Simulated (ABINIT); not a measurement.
# SnO2 (I4_1/amd) in ABINIT: single point with PBE

Aim: the single point of SnO2 with PBE.

Everything below comes from runs of ABINIT 10.8.3 (patched build). Logs are shortened: lines on timing, memory, paths and dates and some standing lists are left out, and cuts for length are marked. The log counts tension as positive stress, the text compression.

### 1 The undisturbed crystal

It takes space group I4_1/amd (No. 141, tetragonal). The conventional cell has a = 4.000 Å, b = 4.000 Å, c = 10.247 Å, α = 90.00°, β = 90.00°, γ = 90.00°. Around Sn (site symmetry -4m2) lie 6 O at 2.06 to 2.09 Å. O (site symmetry 2mm) has 3 Sn at 2.06 to 2.09 Å as nearest neighbours.

Measurements of this composition are mostly on another form, of space group No. 136.

### 2 Single point, PBE (atoms moved at random, drawn with an rms of 0.05 Å)

Contents of run.abi:

```
# Pseudopotentials
pp_dirpath "./"
pseudos "Sn.GGA_PBE-JTH.xml, O.GGA_PBE-JTH.xml"

# Structure
acell 3*1.0
rprim
    -3.7795819056     3.7795819056     9.6823497882
     3.7795819056    -3.7795819056     9.6823497882
     3.7795819056     3.7795819056    -9.6823497882
ntypat 2
znucl 50 8
natom 6
typat 1 1 2 2 2 2
xcart
    -0.0006200213     0.0150485162    -0.0154735101
     0.0595380424     2.0194972777     2.5990885732
    -0.0289169920     2.0214373442     0.4632727948
     0.0178106110    -0.0001020035     2.0709961172
    -0.0473396240     2.0031827180     4.6453373216
    -0.0109523757     0.0168805791     8.1543041571 Angstrom
chkprim 0
chksymtnons 0
tolsym 1.0e-6

# Plane-wave basis
ecut 23.0
pawecutdg 45.0
pawxcdev 0

# k points
kptopt 1
ngkpt 9 9 9
nshiftk 1
shiftk 0.0 0.0 0.0

# Exchange and correlation
ixc 11

# Bands and occupations
nband 32
occopt 3
tsmear 0.00183747

# SCF cycle
nstep 100
tolvrs 1.0e-9

# Output
iomode 3
prtwf 0
prtden 0
prteig 0
prtebands 0
enunit 1
```

Potentials or basis: JTH PAW PBE v2.0.

On the command line:

```console
mpirun --bind-to none -np 4 abinit run.abi > log 2>&1
```

run.abo:

```text
.Version 10.8.3 of ABINIT
 Symmetries : space group P1 (#  1); Bravais aP (primitive triclinic)
================================================================================
 Values of the parameters that define the memory need of the present run
     intxc =       0    ionmov =       0      iscf =      17    lmnmax =      18
     lnmax =       6     mgfft =      48  mpssoang =       3    mqgrid =    3001
     natom =       6  nloc_mem =       2    nspden =       1   nspinor =       1
    nsppol =       1      nsym =       1    n1xccc =       1    ntypat =       2
    occopt =       3   xclevel =       2
       mpw =        2933          nfft =      110592          nkpt =         365
Pmy_natom=         2
 PAW method is used; the additional fine FFT grid is defined by:
   mgfftf=        72    nfftf =    373248
================================================================================
================================================================================

--------------------------------------------------------------------------------
------------- Echo of variables that govern the present computation ------------
--------------------------------------------------------------------------------
 -outvars: echo values of preprocessed input variables --------
            acell      1.0000000000E+00  1.0000000000E+00  1.0000000000E+00 Bohr
              amu      1.18710000E+02  1.59994000E+01
          chkprim           0
      chksymtnons           0
             ecut      2.30000000E+01 Hartree
           enunit           1
                       outvar_i_n : Printing only first  50 k-points.
              ixc          11
                       outvar_i_n : Printing only first  50 k-points.
         kptrlatt        9    0    0      0    9    0      0    0    9
          kptrlen      6.80324743E+01
            natom           6
            nband          32
            ngfft          48      48      48
          ngfftdg          72      72      72
             nkpt         365
            nstep         100
             nsym           1
           ntypat           2
                       prtocc : prtvol=0, do not print more k-points.
           occopt           3
        pawecutdg      4.50000000E+01 Hartree
         pawxcdev           0
           prtden           0
        prtebands           0
           prteig           0
            prtwf           0
            rprim     -3.7795819056E+00  3.7795819056E+00  9.6823497882E+00
                       3.7795819056E+00 -3.7795819056E+00  9.6823497882E+00
                       3.7795819056E+00  3.7795819056E+00 -9.6823497882E+00
          spgroup           1
           tolsym      1.00000000E-06
           tolvrs      1.00000000E-09
           tsmear      1.83747000E-03 Hartree
            typat      1  1  2  2  2  2
           useylm           1
                       outvars : Printing only first  50 k-points.
           xangst     -6.2002130000E-04  1.5048516200E-02 -1.5473510100E-02
                       5.9538042400E-02  2.0194972777E+00  2.5990885732E+00
                      -2.8916992000E-02  2.0214373442E+00  4.6327279480E-01
                       1.7810611000E-02 -1.0200350000E-04  2.0709961172E+00
                      -4.7339624000E-02  2.0031827180E+00  4.6453373216E+00
                      -1.0952375700E-02  1.6880579100E-02  8.1543041571E+00
            xcart     -1.1716704492E-03  2.8437574219E-02 -2.9240696295E-02
                       1.1251059421E-01  3.8162967669E+00  4.9115655803E+00
                      -5.4645195265E-02  3.8199629612E+00  8.7545870376E-01
                       3.3657176925E-02 -1.9275867888E-04  3.9136154693E+00
                      -8.9458924263E-02  3.7854667172E+00  8.7784153003E+00
                      -2.0696990501E-02  3.1899671346E-02  1.5409401604E+01
             xred      2.2519999983E-03 -1.6650000044E-03  3.6069999872E-03
                       7.5849200052E-01  2.6851900017E-01  5.1974100035E-01
                       5.5055100037E-01  3.7980000022E-02  4.9811300033E-01
                       2.0207500013E-01  2.0655300014E-01  4.4270000071E-03
                       9.5409900064E-01  4.4148600029E-01  4.8894400032E-01
                       7.9996700055E-01  7.9300900054E-01  1.4820000101E-03
            znucl       50.00000    8.00000

================================================================================

 chkinp: Checking input parameters for consistency.

================================================================================
== DATASET  1 ==================================================================

--- !DatasetInfo
iteration_state: {dtset: 1, }
dimensions: {natom: 6, nkpt: 365, mband: 32, nsppol: 1, nspinor: 1, nspden: 1, mpw: 2933, }
[... 125 lines left out ...]

 ----iterations are completed or convergence reached----

 Mean square residual over all n,k,spin=   90.220E-08; max=  56.461E-05
 reduced coordinates (array xred) for    6 atoms
       0.002251999998     -0.001665000004      0.003606999987
       0.758492000518      0.268519000174      0.519741000355
       0.550551000367      0.037980000022      0.498113000326
       0.202075000133      0.206553000141      0.004427000007
       0.954099000644      0.441486000289      0.488944000318
       0.799967000548      0.793009000541      0.001482000010
 rms dE/dt=  1.1759E-01; max dE/dt=  3.2089E-01; dE/dt below (all hartree)
    1      -0.171882135590     -0.062479364462      0.159039179773
    2       0.166948358333      0.320892182479     -0.127264609451
    3      -0.023828302585     -0.063633019484      0.063899494430
    4      -0.072552074048     -0.002089145385      0.007766747596
    5       0.048416080141     -0.099243163457     -0.053679780405
    6       0.052309138583     -0.094290220039     -0.048984550620

 cartesian coordinates (angstrom) at end:
    1     -0.00062002130000     0.01504851620000    -0.01547351010000
    2      0.05953804240000     2.01949727770000     2.59908857320000
    3     -0.02891699200000     2.02143734420000     0.46327279480000
    4      0.01781061100000    -0.00010200350000     2.07099611720000
    5     -0.04733962400000     2.00318271800000     4.64533732160000
    6     -0.01095237570000     0.01688057910000     8.15430415710000

 cartesian forces (hartree/bohr) at end:
    1     -0.01277533590040     0.00170312667268     0.01209018958488
    2     -0.02561640670429    -0.00524561871915    -0.02520458165669
    3     -0.00003671258588    -0.00529687345745     0.00450421194535
    4     -0.00075254933714     0.00857457064885     0.00384217726798
    5      0.02022867954402     0.00070046874079     0.00261240677642
    6      0.01895232498368    -0.00043567388571     0.00215559608206
 frms,max,avg= 1.1900070E-02 2.5616407E-02   1.461E-06 -4.135E-06  1.232E-05 h/b

 cartesian forces (eV/Angstrom) at end:
    1     -0.65693418514868     0.08757829474244     0.62170254505664
    2     -1.31724859494212    -0.26974055991434    -1.29607169954156
    3     -0.00188783706944    -0.27237618452711     0.23161589073847
    4     -0.03869764281995     0.44092215078450     0.19757269886420
    5      1.04020052517503     0.03601955087823     0.13433535762370
    6      0.97456773480516    -0.02240325196371     0.11084520725855
 frms,max,avg= 6.1192622E-01 1.3172486E+00   7.511E-05 -2.126E-04  6.336E-04 e/A
 length scales=  1.000000000000  1.000000000000  1.000000000000 bohr
              =  0.529177210544  0.529177210544  0.529177210544 angstroms
 Fermi (or HOMO) energy (eV) =   4.16487   Average Vxc (eV)= -10.18076
 Eigenvalues (   eV  ) for nkpt= 365  k points:
 kpt#   1, nband= 32, wtk=  0.00137, kpt=  0.0000  0.0000  0.0000 (reduced coord)
 -17.23889  -17.18726  -16.99924  -16.46193  -16.39611  -16.36394  -16.25030  -16.23069
 -16.21804  -16.19364  -15.16581  -12.47584  -11.82420  -11.54595   -1.79646   -1.51437
  -1.30223   -0.85592   -0.19568   -0.15354    1.58129    2.22336    2.56260    2.60174
   2.72646    2.97042    4.86440    8.76814   12.61786   13.04395   13.21352   14.84208
 prteigrs : prtvol=0 or 1, do not print more k-points.

--- !EnergyTerms
iteration_state     : {dtset: 1, }
comment             : Components of total free energy in Hartree
kinetic             :  5.43406434328058E+01
hartree             :  7.56017925788014E+01
xc                  : -2.54883227321787E+01
Ewald energy        : -1.38759256785703E+02
psp_core            :  6.56136413029858E+00
local_psp           : -2.12093759393020E+02
PAW spherical_terms :  3.57790980888542E+01
internal            : -2.04058440680141E+02
'-kT*entropy'       : -1.50728942135489E-10
total_energy        : -2.04058440680292E+02
total_energy_eV     : -5.55271304610403E+03
...

--- !EnergyTermsDC
iteration_state     : {dtset: 1, }
comment             : '"Double-counting" decomposition of free energy'
band_energy         : -1.53155189961816E+01
Ewald energy        : -1.38759256785703E+02
psp_core            :  6.56136413029858E+00
xc_dc               : -7.66631536366301E+01
PAW spherical_terms :  2.01181248031234E+01
internal            : -2.04058440485093E+02
'-kT*entropy'       : -1.50728942135489E-10
total_energy_dc     : -2.04058440485243E+02
total_energy_dc_eV  : -5.55271304079648E+03
...

--- !EnergyTermsWithPAWCore
iteration_state     : {dtset: 1, }
comment             : 'Components of total free energy, including PAW core contributions'
Total energy        : -1.26557563941258E+04
Total energy DC     : -1.26557563939308E+04
Total energy (eV)   : -3.44380675475602E+05
Total energy DC (eV): -3.44380675470294E+05
...

 Cartesian components of stress tensor (hartree/bohr^3)
  sigma(1 1)= -2.98841766E-04  sigma(3 2)=  3.21316581E-06
  sigma(2 2)= -9.67699216E-05  sigma(3 1)= -5.08000188E-05
  sigma(3 3)= -1.64384104E-04  sigma(2 1)=  1.39826684E-06

-Cartesian components of stress tensor (GPa)         [Pressure=  5.4919E+00 GPa]
- sigma(1 1)= -8.79222832E+00  sigma(3 2)=  9.45346019E-02
- sigma(2 2)= -2.84706939E+00  sigma(3 1)= -1.49458815E+00
- sigma(3 3)= -4.83634731E+00  sigma(2 1)=  4.11384307E-02

== END DATASET(S) ==============================================================
================================================================================

 -outvars: echo values of variables after computation  --------
            acell      1.0000000000E+00  1.0000000000E+00  1.0000000000E+00 Bohr
           etotal     -2.0405844049E+02
            fcart     -1.2775335900E-02  1.7031266727E-03  1.2090189585E-02
                      -2.5616406704E-02 -5.2456187192E-03 -2.5204581657E-02
                      -3.6712585876E-05 -5.2968734574E-03  4.5042119453E-03
                      -7.5254933714E-04  8.5745706488E-03  3.8421772680E-03
                       2.0228679544E-02  7.0046874079E-04  2.6124067764E-03
                       1.8952324984E-02 -4.3567388571E-04  2.1555960821E-03
            rprim     -3.7795819056E+00  3.7795819056E+00  9.6823497882E+00
                       3.7795819056E+00 -3.7795819056E+00  9.6823497882E+00
                       3.7795819056E+00  3.7795819056E+00 -9.6823497882E+00
           strten     -2.9884176637E-04 -9.6769921625E-05 -1.6438410392E-04
                       3.2131658081E-06 -5.0800018754E-05  1.3982668376E-06
           xangst     -6.2002130000E-04  1.5048516200E-02 -1.5473510100E-02
                       5.9538042400E-02  2.0194972777E+00  2.5990885732E+00
                      -2.8916992000E-02  2.0214373442E+00  4.6327279480E-01
                       1.7810611000E-02 -1.0200350000E-04  2.0709961172E+00
                      -4.7339624000E-02  2.0031827180E+00  4.6453373216E+00
                      -1.0952375700E-02  1.6880579100E-02  8.1543041571E+00
             xred      2.2519999983E-03 -1.6650000044E-03  3.6069999872E-03
                       7.5849200052E-01  2.6851900017E-01  5.1974100035E-01
                       5.5055100037E-01  3.7980000022E-02  4.9811300033E-01
                       2.0207500013E-01  2.0655300014E-01  4.4270000071E-03
                       9.5409900064E-01  4.4148600029E-01  4.8894400032E-01
                       7.9996700055E-01  7.9300900054E-01  1.4820000101E-03
 Calculation completed.
```

It took 6.9 min on 4 MPI ranks of Intel Xeon 6975P-C (Granite Rapids), shared host; peak memory 1.6 GiB.

Results:

```
Free energy            : -5552.7130 eV
Pressure               : 5.5 GPa
Largest force          : 1.868 eV/Å
Band gap on the k mesh : 1.61 eV, indirect (least direct gap 1.89 eV)
```

Forces on the atoms (eV/Å):
```
Sn  -0.657  0.088  0.622
Sn  -1.317 -0.270 -1.296
O   -0.002 -0.272  0.232
O   -0.039  0.441  0.198
O    1.040  0.036  0.134
O    0.975 -0.022  0.111
```

Stress tensor (GPa, compression positive):
```
 8.79 -0.04  1.49
-0.04  2.85 -0.09
 1.49 -0.09  4.84
```

Caveat: spin-orbit coupling is left out, which moves the levels of the heavy elements; an odd mesh through Γ misses points on the zone boundary, where band edges often lie; the atomic spheres overlap.
